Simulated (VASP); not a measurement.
# Nb (Im-3m) in VASP: notebook

The runs below take Nb through relaxation of cell and atoms, with PBE, RPBE.

Program: VASP 6.6.1. These are calculated values, not measurements. Logs are shortened: lines on timing, memory, paths and dates and some standing lists are left out, and cuts for length are marked.

## (1) The crystal as given

Symmetry: Im-3m, No. 229, cubic system. The conventional cell has a = 3.328 Å, b = 3.328 Å, c = 3.328 Å, α = 90.00°, β = 90.00°, γ = 90.00°. Nb (site symmetry m-3m) has 8 Nb at 2.88 Å as nearest neighbours.

## (2) Relaxation of cell and atoms, PBE

Input file INCAR:

```
PREC = Accurate
ENCUT = 600
EDIFF = 1E-6
ISMEAR = 1
SIGMA = 0.1
LREAL = False
LASPH = True
NELM = 80
ALGO = Normal
ISIF = 3
LWAVE = False
LCHARG = False
GGA = PE
IBRION = 2
NSW = 90
EDIFFG = -0.01
```

Input file KPOINTS:

```
regular mesh
0
Gamma
  16 16 16
```

Input file POSCAR:

```
Nb
1.0
   -1.6639500000      1.6639500000      1.6639500000
    1.6639500000     -1.6639500000      1.6639500000
    1.6639500000      1.6639500000     -1.6639500000
Nb
1
Direct
    0.0000000000      0.0000000000      0.0000000000
```

Potentials or basis: VASP PAW PBE potentials, release 64 (Nb_sv).

On the command line:

```
> cat potpaw_PBE.64/Nb_sv/POTCAR > POTCAR
> mpirun -np 1 vasp_std > vasp.out
```

OUTCAR:

```text
PREC = Accurate
   ENCUT = 600
   EDIFF = 1E-6
   ISMEAR = 1
   LREAL = False
   LASPH = True
   NELM = 80
   ISIF = 3
   GGA = PE
   IBRION = 2
   NSW = 90
   EDIFFG = -0.01

 ion  position               nearest neighbor table
   1  0.000  0.000  0.000-

  LATTYP: Found a body centered cubic cell.
 ALAT       =     3.3279000000

  Lattice vectors:

 A1 = (  -1.6639500000,   1.6639500000,   1.6639500000)
 A2 = (   1.6639500000,  -1.6639500000,   1.6639500000)
 A3 = (   1.6639500000,   1.6639500000,  -1.6639500000)

Analysis of symmetry for initial positions (statically):
=====================================================================
 Subroutine PRICEL returns:
 Original cell was already a primitive cell.

 Routine SETGRP: Setting up the symmetry group for a
 body centered cubic supercell.

 Subroutine GETGRP returns: Found 48 space group operations
 (whereof 48 operations were pure point group operations)
 out of a pool of 48 trial point group operations.

The static configuration has the point symmetry O_h .

Analysis of symmetry for dynamics (positions and initial velocities):
=====================================================================
 Subroutine PRICEL returns:
 Original cell was already a primitive cell.

 Routine SETGRP: Setting up the symmetry group for a
 body centered cubic supercell.

 Subroutine GETGRP returns: Found 48 space group operations
 (whereof 48 operations were pure point group operations)
 out of a pool of 48 trial point group operations.

The dynamic configuration has the point symmetry O_h .

 Subroutine INISYM returns: Found 48 space group operations
 (whereof 48 operations are pure point group operations),
 and found     1 'primitive' translations

----------------------------------------------------------------------------------------

                                     Primitive cell

  volume of cell :      18.4281

  direct lattice vectors                    reciprocal lattice vectors
    -1.663950000  1.663950000  1.663950000     0.000000000  0.300489798  0.300489798
     1.663950000 -1.663950000  1.663950000     0.300489798  0.000000000  0.300489798
     1.663950000  1.663950000 -1.663950000     0.300489798  0.300489798  0.000000000

  length of vectors
     2.882045941  2.882045941  2.882045941     0.424956748  0.424956748  0.424956748

  position of ions in fractional coordinates (direct lattice)
     0.000000000  0.000000000  0.000000000

  ion indices of the primitive-cell ions
   primitive index   ion index
                 1           1

----------------------------------------------------------------------------------------

 KPOINTS: regular mesh

Automatic generation of k-mesh.
 Grid dimensions read from file:
 generate k-points for:   16   16   16

 Generating k-lattice:

  Cartesian coordinates                     Fractional coordinates (reciprocal lattice)
     0.000000000  0.018780612  0.018780612     0.062500000  0.000000000  0.000000000
     0.018780612  0.000000000  0.018780612     0.000000000  0.062500000  0.000000000
     0.018780612  0.018780612  0.000000000     0.000000000  0.000000000  0.062500000

  Length of vectors
     0.026559797  0.026559797  0.026559797

  Shift w.r.t. Gamma in fractional coordinates (k-lattice)
     0.000000000  0.000000000  0.000000000

 Subroutine IBZKPT returns following result:
 ===========================================

 Found    145 irreducible k-points:

 Following reciprocal coordinates:
            Coordinates               Weight
  0.000000  0.000000  0.000000      1.000000
  0.062500  0.000000  0.000000     12.000000
  0.125000  0.000000  0.000000     12.000000
  0.187500  0.000000  0.000000     12.000000
  0.250000  0.000000  0.000000     12.000000
  0.312500  0.000000  0.000000     12.000000
[... 16 lines left out ...]
  0.187500  0.187500  0.000000     24.000000
  0.250000  0.187500  0.000000     48.000000
 [... further k-points ...]
   k-points           NKPTS =    145   k-points in BZ     NKDIM =    145   number of bands    NBANDS=     10
   number of dos      NEDOS =    301   number of ions     NIONS =      1
   total plane-waves  NPLWV =  13824
   dimension x,y,z NGX =    24 NGY =   24 NGZ =   24
   dimension x,y,z NGXF=    48 NGYF=   48 NGZF=   48
   ions per type =               1
   NGX,Y,Z   is equivalent  to a cutoff of  13.84, 13.84, 13.84 a.u.
   NGXF,Y,Z  is equivalent  to a cutoff of  27.69, 27.69, 27.69 a.u.
 SYSTEM =  unknown system
   PREC   = accura    normal or accurate (medium, high low for compatibility)
   ISTART =      0    job   : 0-new  1-cont  2-samecut
   ICHARG =      2    charge: 1-file 2-atom 10-const
   ISPIN  =      1    spin polarized calculation?
   LNONCOLLINEAR =      F non collinear calculations
   LSORBIT =      F    spin-orbit coupling
   LASPH  =      T    aspherical Exc in radial PAW
   ENCUT  =  600.0 eV  44.10 Ry    6.64 a.u.   5.76  5.76  5.76*2*pi/ulx,y,z
   NELM   =     80;   NELMIN=  2; NELMDL= -5     # of ELM steps
   EDIFF  = 0.1E-05   stopping-criterion for ELM
   LREAL  =      F    real-space projection
   EDIFFG = -.1E-01   stopping-criterion for IOM
   NSW    =     90    number of steps for IOM
   IBRION =      2    ionic relax: 0-MD 1-quasi-New 2-CG
   NFREE  =      1    steps in history (QN), initial steepest desc. (CG)
   ISIF   =      3    stress and relaxation
   ISYM   =      2    0-nonsym 1-usesym 2-fastsym
   POTIM  = 0.5000    time-step for ionic-motion
   TEBEG  =    0.0;   TEEND  =   0.0 temperature during run
   PSTRESS=    0.0 pullay stress
   NELECT =      13.0000    total number of electrons
   NUPDOWN=      -1.0000    fix difference up-down
   EMIN   =  10.00;   EMAX   =-10.00  energy-range for DOS
   EFERMI =   0.00;   METHOD = LEGACY
   ISMEAR =     1;   SIGMA  =   0.10  broadening in eV -4-tet -1-fermi 0-gaus
   EFERMI_NEDOS =   21; number of points for ismear=-14 and -15
   IALGO  =     38    algorithm
   IMIX   =      4    mixing-type and parameters
     AMIX     =   0.40;   BMIX     =  1.00
     AMIX_MAG =   1.60;   BMIX_MAG =  1.00
  volume/ion in A,a.u.               =      18.43       124.36
  Fermi-wavevector in a.u.,A,eV,Ry     =   1.457345  2.753983 28.896790  2.123854
  Thomas-Fermi vector in A             =   2.574157
   LORBIT       =      0    0 simple, 1 ext, 2 COOP (PROOUT), +10 PAW based schemes
   GGA     = PE    functional components
   LHFCALC =     F    Hartree Fock is set to
   AEXX    =    0.0000 exact exchange contribution
   IVDW    =     0    specifies the selected vdW correction
   LEPSILON=     F    determine dielectric tensor
   LRPA    =     F    only Hartree local field effects (RPA)
 conjugate gradient relaxation of ions
 non-spin polarized calculation
 Methfessel and Paxton  Order N= 1 SIGMA  =   0.10
  energy-cutoff  :      600.00
  volume of cell :       18.43
 maximum number of plane-waves:       630
   NGX = 11   NGY = 11   NGZ = 11

--------------------------------------- Ionic step        1  -------------------------------------------

 number of electron      12.9999999 magnetization

 Free energy of the ion-electron system (eV)
  ---------------------------------------------------
  ext. energy  EPLUGINS =         0.00000000
  ---------------------------------------------------
  free energy    TOTEN  =       -10.21394282 eV

  energy without entropy =      -10.21339352  energy(sigma->0) =      -10.21375972

------------------------ aborting loop because EDIFF is reached ----------------------------------------

  FORCE on cell =-STRESS in cart. coord.  units (eV):
  Direction    XX          YY          ZZ          XY          YZ          ZX
  --------------------------------------------------------------------------------------
  -------------------------------------------------------------------------------------
  Total       -0.3657198     -0.3657198     -0.3657198      0.0000000      0.0000000     -0.0000000
  in kB      -31.7964243    -31.7964243    -31.7964243      0.0000000      0.0000000     -0.0000000
  external PRESSURE =     -31.7964243 kB  Pullay stress =       0.0000000 kB
[... 55 lines left out ...]
  energy  without entropy=      -10.2059272766  energy(sigma->0) =      -10.20613735

--------------------------------------- Ionic step        3  -------------------------------------------

 number of electron      13.0000000 magnetization

 Free energy of the ion-electron system (eV)
  ---------------------------------------------------
  ext. energy  EPLUGINS =         0.00000000
  ---------------------------------------------------
  free energy    TOTEN  =       -10.21751740 eV

  energy without entropy =      -10.21684514  energy(sigma->0) =      -10.21729331

 E-fermi :  11.1375     XC(G=0): -12.4809

 val. band max:       11.1330934670   @ k =  -0.3125   0.3125   0.0625
 cond. band min:      11.1425319709   @ k =  -0.1250   0.1875   0.0625
 fundamental gap:      0.0094385039
 Fermi energy:        11.1375108556

 k-point     1 :       0.0000    0.0000    0.0000
  band No.  band energies     occupation
      1     -43.2407      2.00000
      2     -18.5458      2.00000
      3     -18.5458      2.00000
      4     -18.5458      2.00000
      5       5.1884      2.00000
      6      11.4984     -0.00000
      7      11.4984     -0.00000
      8      11.4984     -0.00000
      9      14.3957      0.00000
     10      14.3957      0.00000
[... 287 lines left out ...]
 k-point    24 :       0.2500    0.1875    0.0000
  band No.  band energies     occupation
      1     -43.0272      2.00000
      2     -19.5986      2.00000
      3     -18.9801      2.00000
      4     -18.6621      2.00000
      5       8.4114      2.00000
      6       9.8509      2.00000
      7      10.7014      2.00000
      8      13.8271      0.00000
      9      15.1594      0.00000
     10      17.0213      0.00000

 [... further k-points ...]
[... 5 lines left out ...]
  --------------------------------------------------------------------------------------
  -------------------------------------------------------------------------------------
  Total       -0.0044704     -0.0044704     -0.0044704      0.0000000      0.0000000     -0.0000000
  in kB       -0.3962179     -0.3962179     -0.3962179      0.0000000      0.0000000     -0.0000000
  external PRESSURE =      -0.3962179 kB  Pullay stress =       0.0000000 kB
[... 16 lines left out ...]
  FREE ENERGIE OF THE ION-ELECTRON SYSTEM (eV)
  ---------------------------------------------------
  free  energy   TOTEN  =       -10.2175173967 eV

  energy  without entropy=      -10.2168451426  energy(sigma->0) =      -10.21729331

 reached required accuracy - stopping structural energy minimisation
```

Wall time 53 s (1 thread of Intel Xeon Platinum 8259CL at 2.50GHz (Skylake/Cascade Lake), shared host); peak memory 0.17 GiB.

What came out:

```
Free energy                            : -10.2175 eV
Relaxed volume                         : 18.08 Å³/atom
Relaxed cell                           : a = 2.864 Å, b = 2.864 Å, c = 2.864 Å, α = 109.47°, β = 109.47°, γ = 109.47°
Space group after relaxing (to 0.05 Å) : Im-3m (No. 229)
Energy gained by relaxing              : 3.6 meV/atom
Ionic steps                            : 3
Pressure after relaxing                : 0.0 GPa
Band gap on the k mesh                 : none (metal or under the smearing width)
```

The path:
| step | energy change (eV) | largest force (eV/Å) | pressure (GPa) | volume (Å³) |
| --- | --- | --- | --- | --- |
| 1 | 0.0000 | 0.0000 | -3.18 | 18.43 |
| 2 | 0.0077 | 0.0000 | 6.16 | 17.47 |
| 3 | -0.0036 | 0.0000 | -0.04 | 18.08 |

Final structure:
```yaml
crystal:
  lattice:
    - [-1.65331, 1.65331, 1.65331]
    - [1.65331, -1.65331, 1.65331]
    - [1.65331, 1.65331, -1.65331]
  atoms:
    - { symbol: Nb, position: [0.00000, 0.00000, 0.00000] }
```

## (3) Relaxation of cell and atoms, PBE

This run uses another cell than the first one, of 18.08 Å³/atom, 0.981 times its volume.

INCAR, as its differences from that of step 2:

```diff
@@ -2,3 +2,3 @@
 ENCUT = 600
-EDIFF = 1E-6
+EDIFF = 1E-7
 ISMEAR = 1
@@ -15,2 +15,2 @@
 NSW = 90
-EDIFFG = -0.01
+EDIFFG = -0.005
```

KPOINTS is that of step 2.

Input file POSCAR:

```
Nb                                      
1.0
   -1.6533075005      1.6533075005      1.6533075005
    1.6533075005     -1.6533075005      1.6533075005
    1.6533075005      1.6533075005     -1.6533075005
  Nb            
     1
Direct
     0.0000000000000000    0.0000000000000000    0.0000000000000000
```

Potentials or basis: VASP PAW PBE potentials, release 64 (Nb_sv).

On the command line:

```
> cat potpaw_PBE.64/Nb_sv/POTCAR > POTCAR
> mpirun -np 1 vasp_std > vasp.out
```

It took 21 s on 1 thread of Intel Xeon Platinum 8259CL at 2.50GHz (Skylake/Cascade Lake), shared host; peak memory 0.16 GiB.

The run converged. Its results:

| Property | Result |
| --- | --- |
| Free energy | -10.2173 eV |
| Pressure after relaxing | 0.0 GPa |
| Band gap on the k mesh | none (metal or under the smearing width) |

Final structure:
```
Nb
1.0
    -1.65331    1.65331    1.65331
     1.65331   -1.65331    1.65331
     1.65331    1.65331   -1.65331
Nb
1
Direct
  0.00000 0.00000 0.00000
```

Levels at points of the mesh, in eV from the Fermi level:
| k point | band 2 | band 3 | band 4 | band 5 | band 6 | band 7 | band 8 | band 9 | band 10 |
| --- | --- | --- | --- | --- | --- | --- | --- | --- | --- |
| (0.00, 0.00, 0.00) | -29.68 | -29.68 | -29.68 | -5.95 | 0.36 | 0.36 | 0.36 | 3.26 | 3.26 |
| (0.50, 0.00, 0.00) | -31.02 | -30.11 | -29.70 | -3.72 | -1.65 | 2.26 | 3.29 | 3.97 | 6.34 |
| (0.50, 0.50, 0.50) | -30.60 | -30.60 | -30.60 | -3.71 | -3.71 | 5.57 | 5.57 | 5.57 | 9.04 |

Caveat: the relaxation stopped at its first step, so nothing moved.

## (4) Relaxation of cell and atoms, RPBE

Input file INCAR:

```
SYSTEM = Nb
PREC = Accurate ; ENCUT = 600
EDIFF = 1E-6 ; ISMEAR = 1
SIGMA = 0.1 ; LREAL = .False.
LASPH = .True. ; NELM = 80
ALGO = Normal ; ISIF = 3
LWAVE = .False. ; LCHARG = .False.
GGA = RP ; IBRION = 2
NSW = 90 ; EDIFFG = -0.01
```

Input file KPOINTS:

```
Automatic mesh
0
Gamma
  16 16 16
  0 0 0
```

Input file POSCAR:

```
Nb
1.0
   -1.6639500000      1.6639500000      1.6639500000
    1.6639500000     -1.6639500000      1.6639500000
    1.6639500000      1.6639500000     -1.6639500000
Nb
1
Direct
    0.0000000000      0.0000000000      0.0000000000
```

On the command line:

```
> cat potpaw_PBE.64/Nb_sv/POTCAR > POTCAR
> mpirun -np 1 vasp_std > vasp.out
```

Run time: 40 s. Hardware: 1 thread of Intel Xeon Platinum 8488C (Sapphire Rapids), shared host; peak memory 0.16 GiB.

Results (log left out):

| Quantity | Value |
| --- | --- |
| Free energy | -9.7002 eV |
| Relaxed volume | 18.39 Å³/atom |
| Relaxed cell | a = 2.880 Å, b = 2.880 Å, c = 2.880 Å, α = 109.47°, β = 109.47°, γ = 109.47° |
| Space group after relaxing (to 0.05 Å) | Im-3m (No. 229) |
| Energy gained by relaxing | 0.0 meV/atom |
| Ionic steps | 3 |
| Pressure after relaxing | 0.0 GPa |
| Band gap on the k mesh | none (metal or under the smearing width) |

Final structure:
```cif
data_structure
_symmetry_space_group_name_H-M 'P 1'
_symmetry_Int_Tables_number 1
_cell_length_a 2.8798
_cell_length_b 2.8798
_cell_length_c 2.8798
_cell_angle_alpha 109.471
_cell_angle_beta 109.471
_cell_angle_gamma 109.471
_cell_volume 18.39
loop_
_atom_site_label
_atom_site_type_symbol
_atom_site_fract_x
_atom_site_fract_y
_atom_site_fract_z
_atom_site_occupancy
Nb1 Nb 0.00000 0.00000 0.00000 1
```

Levels at points of the mesh, in eV from the Fermi level:
```csv
k point,band 3,band 4,band 5,band 6,band 7,band 8,band 9,band 10
"(0.00, 0.00, 0.00)",-29.77,-29.77,-5.91,0.37,0.37,0.37,3.21,3.21
"(0.50, 0.00, 0.00)",-30.17,-29.78,-3.64,-1.60,2.16,3.23,3.89,6.19
"(0.50, 0.50, 0.50)",-30.64,-30.64,-3.61,-3.61,5.44,5.44,5.44,8.90
```

Caveat: the PAW data sets were made with another functional, which shifts forces and pressure a little.

(Part 1 of 2 ends here.)
